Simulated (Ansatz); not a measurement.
CsCl built on the CsCl prototype (r2SCAN geometry), in Ansatz:

```xyz
2
Lattice="4.1407 0.0000 0.0000 0.0000 4.1407 0.0000 0.0000 0.0000 4.1407" Properties=species:S:1:pos:R:3 pbc="T T T"
Cs    0.0000    0.0000    0.0000
Cl    2.0703    2.0703    2.0703
```

G0W0@PBE with 267 empty bands, a screening cutoff of 140 eV and a 4×4×4 mesh (PAW, contour deformation) gives 7.581 eV over the mesh points, from a PBE gap of 5.213 eV; it sums over 275 bands with 251 plane waves in the screening and a wave cutoff of 420 eV. G0W0 here is at a finite number of bands, screening cutoff and k mesh, not at the basis limit. Spin-unpolarised throughout; all numbers are computed.

(1) Estimate the gap with empty bands 115, screening cutoff 80 eV.

(2) Estimate the gap with starting point LDA.

(3) Estimate the gap with potentials of the kind norm-conserving.

(4) Estimate the gap with starting point HSE06.

Answers

(1) 7.416 eV (-0.165 eV), from a Kohn-Sham gap of 5.213 eV.

(2) 7.458 eV (-0.123 eV), from a Kohn-Sham gap of 4.787 eV.

(3) 7.585 eV (+0.004 eV), from a Kohn-Sham gap of 5.212 eV.

(4) 8.179 eV (+0.598 eV), from a Kohn-Sham gap of 6.527 eV.

Spin-orbit coupling is left out.
